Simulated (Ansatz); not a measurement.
# Convergence study of Ni

Aim: run Ni with the default SCF settings, then change one group of settings at a time and see what moves: the number of iterations, the state or the numbers. The cell (1 atom) is Ni in its deposited structure (space group Fm-3m). Source: COD entry 2100658; the sample's temperature and pressure aren't taken into account.

Computed with Ansatz 0.2.0 (DFT r2SCAN, PAW, plane waves, scalar-relativistic, unless a step's input says otherwise).

1 further run of the same task is left out (it didn't finish).

## 1. The system as given

Symmetry: Fm-3m, No. 225, cubic system. Conventional cell: a = 3.532 Å, b = 3.532 Å, c = 3.532 Å, α = 90.00°, β = 90.00°, γ = 90.00°. Ni (site symmetry m-3m) has 12 Ni at 2.50 Å as nearest neighbours.

As a file:

```xyz
1
Lattice="0.0000 1.7659 1.7659 1.7659 0.0000 1.7659 1.7659 1.7659 0.0000" Properties=species:S:1:pos:R:3 pbc="T T T"
Ni    0.0000    0.0000    0.0000
```

In tables a label like Ni1 counts atoms in the order of input.yaml; a structure file may count by element.

Changes shown after the default run: tetrahedron occupations; 1 band beyond the filled ones; linear mixing, β 0.3, no preconditioner; linear mixing, β 0.2, no preconditioner; Fermi–Dirac width 0.0005 eV, no switch to direct minimisation; Anderson, β 0.8, history 12, no preconditioner.

The search for lower states is off throughout, and inputs that name a mixer don't switch to direct minimisation unless they say so. Spin is collinear, with starting moments Ni1 2.00 μB. β is the mixing step of the charge; the magnetisation has a step of its own, which the program sets unless it is named.

## 2. Default SCF settings

input.yaml reads:

```yaml
crystal:
  lattice:
    - [0.0, 1.76586667, 1.76586667]
    - [1.76586667, 0.0, 1.76586667]
    - [1.76586667, 1.76586667, 0.0]
  atoms:
    - { symbol: Ni, position: [0.0, 0.0, 0.0], spin: 2.0 }
magnetization:
  spin_polarized: true
hamiltonian:
  xc: r2scan
  pseudopotentials: { kind: paw }
basis:
  ecutwfc: 500
kpoints:
  mp_grid: { grid: [14, 14, 14] }
scf:
  occupations: { method: fermi_dirac, width: 0.1 }
  lower_state_search: "off"
output:
  forces: true
  stress: true
  write_density: true
  write_potential: true
  elf: true
  volumetric_format: npy
```

The run is started by

```sh
$ ansatz run input.yaml --threads 2 --pin off --max-ram 5120MiB --backend cpu --events-out ev --progress --plain --runs-dir out
```

The program printed, cut to the lines that bear on the results:

```text
[...]
Pseudopotentials: kind: paw
Pseudopotential: Ni, paw, valence charge 18, recommended cutoff 500 eV (meta_gga), Ni.paw.azcp
Functional definition: r2SCAN
[...]
Crystal: 1 atoms, lattice volume = 11.013 Å³
Basis set: ecut = 500 eV, 283 PW (Γ), exchange–correlation on 80×80×80 points (64 copies of the dense FFT grid, shifted against one another)
Bands: 14, of which v1, the nominal top of the filled ones, is band 9 counted from 1 (8 counted from 0)
Symmetry: 48 space group operations
Space group: Fm-3m (ITA 225), of the structure as read, at distance tolerance 2.2e-5 Å
Magnetic group: BNS 225.116 (UNI 1618), of the structure as read, at distance tolerance 2.2e-5 Å
k-points: 104 of 2744
[...]
Starting moments: Σ|m| = 2 μB on 1 of 1 site
[...]
SCF iter   1: F=-5845.194894 eV  HF=-5844.887486 eV  |F-HF|=3.07e-1  |Δ(HF+E_count)|=         —  Δρ=1.11e-1 (↑8.97e-2 ↓1.11e-1)  dr2=2.86e-2  dr2_τ=1.68e-2  dr2_m=1.00e0  M=1.040 μB ∫|m|=1.179 μB  β_m=0.62  ethr=1.62e-4  ⟨swp⟩=1.0  Hψ=21484  notcnv=0
[...]
spin-set hold released at iteration 1 (the charge has settled, or the pull on large starting moments outlasts its swing): the magnetisation degrees of freedom join the quasi-Newton model from the next iteration; the mixer history was flushed
[...]
SCF iter  15: F=-5845.296898 eV  HF=-5845.296898 eV  |F-HF|=1.77e-8  |Δ(HF+E_count)|=   1.68e-7  Δρ=2.46e-6 (↑1.58e-6 ↓2.46e-6)  dr2=6.35e-11  dr2_τ=8.78e-13  dr2_m=4.03e-10  M=0.755 μB ∫|m|=0.933 μB  ethr=1.00e-12  ⟨swp⟩=7.5  Hψ=16373  notcnv=0
[...]
this state was not tested for a lower state beside it, because the mixer in use, unlike msr1, does not test its closes by its own steps (another_mixer; see scf.mixing.algorithm and scf.lower_state_search)
SCF converged after 15 iterations
Magnetization: 0.7555 μB (9.3777 up, 8.6223 down)
Absolute magnetization: 0.9342 μB (∫|ρ↑−ρ↓|, with the PAW one-centre terms)
Spin contamination: 0.0229 ħ² per cell (⟨S²⟩ above its minimum at these occupations)
Per-site moments (μB) at R_I (Å): [(0.8259323941527482, 1.0301414450483537)]
Free energy (F): -5845.296898 eV
[...]
E sigma→0 (E₀):  -5845.276117 eV
Entropy (-TS):   -0.041560 eV (-41.560 meV/atom)
Fermi energy:    17.838697 eV
[...]
--- Forces (eV/Å), atoms counted from 1 ---
  atom   1  Ni    -0.00000000     0.00000000     0.00000000
[...]
--- Stress (GPa, compression-positive) ---
       -8.663769      -0.000000      -0.000000
        0.000000      -8.663769       0.000000
       -0.000000       0.000000      -8.663769
  P = ⅓ Tr σ = -8.6638 GPa (-86.638 kbar)
--- Band table (eV; the first three rows and the last of 208) ---
  k-point 0 ↑: bands = ["-89.9352", "-48.7143", "-48.7143", "-48.7143", "8.3993", "14.8642", "14.8642", "14.8642", "16.1500", "16.1500", "42.0079", "46.0961", "46.0961", "46.0961"]
[...]
```

Wall time 5.7 s (2 threads of Arm Neoverse V1, shared host); peak memory 0.32 GiB.

The reference: 15 iterations with the default settings (Broyden mixing, preconditioner none); ferromagnetic, site moments Ni1 0.83 μB, total 0.76 μB per cell, no gap on the k-mesh.

The maps below are laid out on this run's own conventional cell (a, b, c = 3.532, 3.532, 3.532 Å).

Density in a lattice plane of the grid's cell (edges 3.53 and 3.53 Å, at 0.000 of the third edge), which holds Ni. It is the smooth density of the valence electrons, not physical close to the nuclei.

Ten even steps from '0' (0.17 e/Å³) to '9' (60.72 e/Å³):
```
753100000000000000000135
321000000000000000000012
110000000000000000000001
000000000000000000000000
000000000000000000000000
000000000000000000000000
000000000001110000000000
000000000012321000000000
000000000135753100000000
000000000247974200000000
000000000135753100000000
000000000012321000000000
000000000001110000000000
000000000000000000000000
000000000000000000000000
000000000000000000000000
110000000000000000000001
321000000000000000000012
753100000000000000000135
974200000000000000000247
```
Columns run along the first of these edges and rows up along the second, over one cell in 24 and 20 even steps from the bottom left corner. Atoms in the plane (fractional): Ni at (0.00, 0.00), Ni at (0.50, 0.50).

Spin density (up less down) in a lattice plane of the grid's cell (edges 3.53 and 3.53 Å, at 0.000 of the third edge), which holds Ni.

Ten even steps from ' ' (-0.01 e/Å³) to '@' (3.65 e/Å³):
```
**++--..                                  ..--++
::::..                                      ..::
                                                
                                                
                                                
                                                
                                                
                    ..::::::..                  
                  ..--++**++--..                
                  ..==##@@##==..                
                  ..--++**++--..                
                    ..::::::..                  
                                                
                                                
                                                
                                                
                                                
::::..                                      ..::
**++--..                                  ..--++
@@##==..                                  ..==##
```
Columns run along the first of these edges and rows up along the second, over one cell in 24 and 20 even steps from the bottom left corner. Atoms in the plane (fractional): Ni at (0.00, 0.00), Ni at (0.50, 0.50).

## 3. Tetrahedron occupations

input.yaml: that of step 2 with these lines changed.

```diff
@@ -17,4 +17,5 @@
 scf:
-  occupations: { method: fermi_dirac, width: 0.1 }
+  occupations: { method: tetrahedron }
   lower_state_search: "off"
+  max_iter: 60
 output:
@@ -22,5 +23 @@
   stress: true
-  write_density: true
-  write_potential: true
-  elf: true
-  volumetric_format: npy
```

The run is started by

```sh
$ ansatz run input.yaml --threads 2 --pin off --max-ram 5120MiB --backend cpu --events-out ev --progress --plain --runs-dir out
```

The program printed, cut to the lines that bear on the results:

```text
Warning: output.forces, output.stress, relax.cell or npt_langevin: where a Kohn–Sham band that disperses or a degenerate level is filled in part under the method tetrahedron, the forces or the stress that this run publishes need not agree with its energy (scf.occupations.method in the [...]
[... 21 lines as in an earlier run ...]
Starting moments: Σ|m| = 2 μB on 1 of 1 site
[... 2 lines as in an earlier run ...]
[...]
SCF iter   1: F=—  HF=-5844.863132 eV  |F-HF|=—  |Δ(HF+E_count)|=         —  Δρ=1.12e-1 (↑9.13e-2 ↓1.12e-1)  dr2=2.83e-2  dr2_τ=1.71e-2  dr2_m=1.03e0  M=1.025 μB ∫|m|=1.172 μB  β_m=0.61  ethr=1.60e-4  ⟨swp⟩=1.1  Hψ=19552  notcnv=0
[...]
[... 1 line as in an earlier run ...]
[...]
SCF iter  14: F=-5845.275365 eV  HF=-5845.275365 eV  |F-HF|=5.59e-8  |Δ(HF+E_count)|=   1.25e-8  Δρ=7.29e-6 (↑3.02e-6 ↓7.29e-6)  dr2=6.56e-9  dr2_τ=1.41e-11  dr2_m=5.37e-10  M=0.737 μB ∫|m|=0.919 μB  ethr=1.44e-10  ⟨swp⟩=4.3  Hψ=9579  notcnv=0
[...]
this state was not tested for a lower state beside it, because cold or Methfessel-Paxton smearing, or corrected tetrahedra, fill the levels in a way that the test cannot read (fill_not_monotonic; see scf.lower_state_search)
SCF converged after 14 iterations
Magnetization: 0.7367 μB (9.3684 up, 8.6316 down)
Absolute magnetization: 0.9199 μB (∫|ρ↑−ρ↓|, with the PAW one-centre terms)
Spin contamination: 0.0233 ħ² per cell (⟨S²⟩ above its minimum at these occupations)
Per-site moments (μB) at R_I (Å): [(0.8082282445190739, 1.0301414450483537)]
Free energy (F): -5845.275365 eV
[...]
E sigma→0 (E₀):  -5845.275365 eV
Entropy (-TS):   -0.000065 eV (-0.065 meV/atom)
Fermi energy:    17.867269 eV
[...]
--- Forces (eV/Å), atoms counted from 1 ---
  atom   1  Ni    -0.00000000     0.00000000     0.00000000
[...]
--- Stress (GPa, compression-positive) ---
       -9.199112      -0.000000       0.000000
        0.000000      -9.199112       0.000000
       -0.000000       0.000000      -9.199112
  P = ⅓ Tr σ = -9.1991 GPa (-91.991 kbar)
--- Band table (eV; the first three rows and the last of 208) ---
  k-point 0 ↑: bands = ["-89.9211", "-48.7010", "-48.7010", "-48.7010", "8.4033", "14.8718", "14.8718", "14.8718", "16.1689", "16.1689", "42.0126", "46.1003", "46.1003", "46.1003"]
[...]
```

Run time: 4.8 s. Hardware: 2 threads of Arm Neoverse V1, shared host; peak memory 0.32 GiB.

It takes 14 iterations (default 15). Against the default run: free energy shifted by +21.5 meV/atom, zero-width estimate shifted by +0.8 meV/atom, pressure -9.2 GPa against -8.7.

## 4. 1 band beyond the filled ones

input.yaml: that of step 3 with these lines changed.

```diff
@@ -17,4 +17,5 @@
 scf:
-  occupations: { method: tetrahedron }
+  occupations: { method: fermi_dirac, width: 0.1 }
   lower_state_search: "off"
+  n_extra_bands: 1
   max_iter: 60
```

The run is started by

```sh
$ ansatz run input.yaml --threads 2 --pin off --max-ram 5120MiB --backend cpu --events-out ev --progress --plain --runs-dir out
```

The program printed, cut to the lines that bear on the results:

```text
Warning: the band count 10 (scf.n_extra_bands) hosts the net moment |M| = 2.0000 μB (N_el = 18) but caps the reachable moment at 2·n_bands − N_el = 2.0000 μB, below the 14 bands that the automatic rule leaves for it — a moment growing past the seed, or the majority channel's smearing [...]
scf.n_extra_bands = 1 over 9 filled bands (N_el = 18.0): the run solves 10 bands
[... 11 lines as in an earlier run ...]
Bands: 10, of which v1, the nominal top of the filled ones, is band 9 counted from 1 (8 counted from 0)
[... 9 lines as in an earlier run ...]
Starting moments: Σ|m| = 2 μB on 1 of 1 site
[... 2 lines as in an earlier run ...]
[...]
SCF iter   1: F=-5845.194944 eV  HF=-5844.887498 eV  |F-HF|=3.07e-1  |Δ(HF+E_count)|=         —  Δρ=1.11e-1 (↑8.97e-2 ↓1.11e-1)  dr2=2.86e-2  dr2_τ=1.68e-2  dr2_m=1.00e0  M=1.040 μB ∫|m|=1.179 μB  β_m=0.62  ethr=1.60e-4  ⟨swp⟩=1.2  Hψ=15364  notcnv=0
[...]
[... 1 line as in an earlier run ...]
[...]
SCF iter  15: F=-5845.296898 eV  HF=-5845.296898 eV  |F-HF|=4.35e-8  |Δ(HF+E_count)|=   1.40e-7  Δρ=3.40e-6 (↑2.29e-6 ↓3.40e-6)  dr2=9.76e-11  dr2_τ=1.62e-12  dr2_m=8.10e-10  M=0.755 μB ∫|m|=0.933 μB  ethr=1.52e-12  ⟨swp⟩=4.1  Hψ=8448  notcnv=0
[...]
[... 1 line as in an earlier run ...]
SCF converged after 15 iterations
Magnetization: 0.7555 μB (9.3777 up, 8.6223 down)
Absolute magnetization: 0.9342 μB (∫|ρ↑−ρ↓|, with the PAW one-centre terms)
Spin contamination: not available (both channels occupy the highest level that they solve, and more of it may lie above: more bands (scf.n_extra_bands) resolve it)
Per-site moments (μB) at R_I (Å): [(0.8259139036332631, 1.0301414450483537)]
Free energy (F): -5845.296898 eV
[...]
E sigma→0 (E₀):  -5845.276117 eV
Entropy (-TS):   -0.041561 eV (-41.561 meV/atom)
Fermi energy:    17.838664 eV
[... 30 lines left out: energy terms, forces, stress, bands ...]
```

Run time: 4.4 s. Hardware: 2 threads of Arm Neoverse V1, shared host; peak memory 0.31 GiB.

15 iterations, as in the default run; the same free energy.

[end of part 1 of 2]
